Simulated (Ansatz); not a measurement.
## Molecular dynamics of Cu₂O

Input:

```yaml
accuracy: low
crystal:
  lattice:
    - [6.036571, 0.0, 0.0]
    - [0.0, 8.537, 0.0]
    - [0.0, 0.0, 17.527428]
  atoms:
    - { symbol: Cu, position: [-0.00486205, 0.36421092, 0.13256364] }
    - { symbol: Cu, position: [0.25, 0.125, 0.0570534] }
    - { symbol: Cu, position: [0.57384125, 0.36008667, 0.14497474] }
    - { symbol: Cu, position: [0.75, 0.125, 0.0570534] }
    - { symbol: O, position: [0.0, 0.0, 0.0570534] }
    - { symbol: O, position: [0.5, 0.25, 0.0570534] }
    - { symbol: Cu, position: [0.49332752, 0.30921379, 0.28692654] }
    - { symbol: Cu, position: [0.73037608, 0.08498636, 0.23003744] }
    - { symbol: Cu, position: [0.13063446, 0.39834124, 0.27625609] }
    - { symbol: Cu, position: [0.21085945, 0.11264966, 0.23158159] }
    - { symbol: O, position: [0.46324793, -0.02148137, 0.23588365] }
    - { symbol: O, position: [-0.02661789, 0.2295619, 0.22587449] }
    - { symbol: Cu, position: [0.04810111, 0.86865219, 0.14092907] }
    - { symbol: Cu, position: [0.25, 0.625, 0.0570534] }
    - { symbol: Cu, position: [0.49547174, 0.88028613, 0.13774648] }
    - { symbol: Cu, position: [0.75, 0.625, 0.0570534] }
    - { symbol: O, position: [0.0, 0.5, 0.0570534] }
    - { symbol: O, position: [0.5, 0.75, 0.0570534] }
    - { symbol: Cu, position: [0.61541606, 0.79712628, 0.2766802] }
    - { symbol: Cu, position: [0.89476427, 0.60822748, 0.22665462] }
    - { symbol: Cu, position: [0.02189134, 0.89689754, 0.28510449] }
    - { symbol: Cu, position: [0.38958155, 0.58639313, 0.22839519] }
    - { symbol: O, position: [0.65506071, 0.47514755, 0.23715198] }
    - { symbol: O, position: [0.14352418, 0.72683674, 0.22410724] }
basis:
  ecutwfc: 420.0
kpoints:
  mp_grid: { grid: [2, 1, 1] }
hamiltonian:
  xc: pbe
  pseudopotentials: { kind: paw, azcp: { folder: soft_1 } }
scf:
  occupations: { method: fermi_dirac, width: 0.02 }
  lower_state_search: "off"
md:
  timestep: 1
  n_steps: 300
  ensemble: nvt_langevin
  temperature: 450.0
  initial_velocities: maxwell_boltzmann
  seed: 366245
  friction: 0.02
  constraints: [{ sites: [1, 3, 4, 5, 13, 15, 16, 17] }]
```

Run as:

```bash
$ ansatz run input.yaml --threads 4 --pin off --max-ram 10240MiB --backend cpu --events-out ev --progress --plain --runs-dir out
```

It goes on from the last frame of an earlier run, with new velocities.

Output, in part (step lines):

```
md step     0: t =     0.00 fs  T =   450.0 K  F+E_penalty+E_count = -110525.23423638 eV  E_kin = 0.930672 eV  (27 SCF iters)
md step     1: t =     1.00 fs  T =   427.0 K  F+E_penalty+E_count = -110525.24655169 eV  E_kin = 0.883192 eV  (13 SCF iters)
md step     2: t =     2.00 fs  T =   414.5 K  F+E_penalty+E_count = -110525.25441633 eV  E_kin = 0.857178 eV  (13 SCF iters)
md step     3: t =     3.00 fs  T =   401.4 K  F+E_penalty+E_count = -110525.25780835 eV  E_kin = 0.830081 eV  (12 SCF iters)
md step     4: t =     4.00 fs  T =   426.2 K  F+E_penalty+E_count = -110525.25963350 eV  E_kin = 0.881414 eV  (13 SCF iters)
md step     5: t =     5.00 fs  T =   479.1 K  F+E_penalty+E_count = -110525.26182469 eV  E_kin = 0.990956 eV  (8 SCF iters)
md step     6: t =     6.00 fs  T =   530.8 K  F+E_penalty+E_count = -110525.25957782 eV  E_kin = 1.097708 eV  (9 SCF iters)
md step     7: t =     7.00 fs  T =   500.6 K  F+E_penalty+E_count = -110525.25548996 eV  E_kin = 1.035283 eV  (7 SCF iters)
[... lines left out ...]
md step   300: t =   300.00 fs  T =   420.6 K  F+E_penalty+E_count = -110524.90769217 eV  E_kin = 0.869881 eV  (10 SCF iters)
```

The steps, from the saved trajectory:

| time (fs) | T (K) | potential energy less start (eV) |
| --- | --- | --- |
| 0.0 | 450 | 0.000 |
| 10.0 | 509 | -0.012 |
| 20.0 | 424 | 0.079 |
| 30.0 | 428 | 0.103 |
| 40.0 | 340 | 0.053 |
| 50.0 | 400 | -0.114 |
| 60.0 | 414 | 0.024 |
| 70.0 | 465 | 0.022 |
| 80.0 | 417 | 0.054 |
| 90.0 | 483 | 0.207 |
| 100.0 | 505 | 0.151 |
| 110.0 | 611 | 0.130 |
| 120.0 | 452 | 0.308 |
| 130.0 | 294 | 0.320 |
| 140.0 | 302 | 0.386 |
| 150.0 | 377 | 0.475 |
| 160.0 | 279 | 0.447 |
| 170.0 | 357 | 0.409 |
| 180.0 | 443 | 0.306 |
| 190.0 | 480 | 0.217 |
| 200.0 | 640 | 0.241 |
| 210.0 | 505 | 0.190 |
| 220.0 | 376 | 0.382 |
| 230.0 | 532 | 0.152 |
| 240.0 | 531 | 0.183 |
| 250.0 | 443 | 0.239 |
| 260.0 | 449 | 0.416 |
| 270.0 | 484 | 0.330 |
| 280.0 | 457 | 0.164 |
| 290.0 | 403 | 0.171 |
| 300.0 | 421 | 0.327 |

The run went to its last step. A run of 0.3 ps of so small a system gives no equilibrium averages. Limits of this set-up: coarse k mesh, thin slab, slab without dipole correction, low accuracy level.

Mean squared displacements from the first frame to the last: Cu 0.09 Å², O 0.03 Å².

Last frame:

```xyz
24
Lattice="6.0366 0.0000 0.0000 0.0000 8.5370 0.0000 0.0000 0.0000 17.5274" Properties=species:S:1:pos:R:3
Cu -0.020 2.921 2.295
Cu 1.509 1.067 1.000
Cu 3.330 3.004 2.499
Cu 4.527 1.067 1.000
O 0.000 0.000 1.000
O 3.018 2.134 1.000
Cu 2.740 2.704 5.225
Cu 4.490 0.859 3.811
Cu 0.663 3.636 4.495
Cu 1.468 0.749 3.885
O 3.040 -0.186 4.200
O -0.026 1.951 3.898
Cu 0.231 7.176 2.205
Cu 1.509 5.336 1.000
Cu 3.379 7.413 2.542
Cu 4.527 5.336 1.000
O 0.000 4.269 1.000
O 3.018 6.403 1.000
Cu 3.547 6.934 5.289
Cu 5.015 5.332 3.988
Cu -0.124 7.594 4.811
Cu 2.341 5.279 3.924
O 3.641 4.102 4.266
O 0.693 6.149 3.816
```

Run time: 25 min on 4 threads of AMD EPYC 7B13 (Zen 3), on a shared host, peak memory 2.1 GiB.
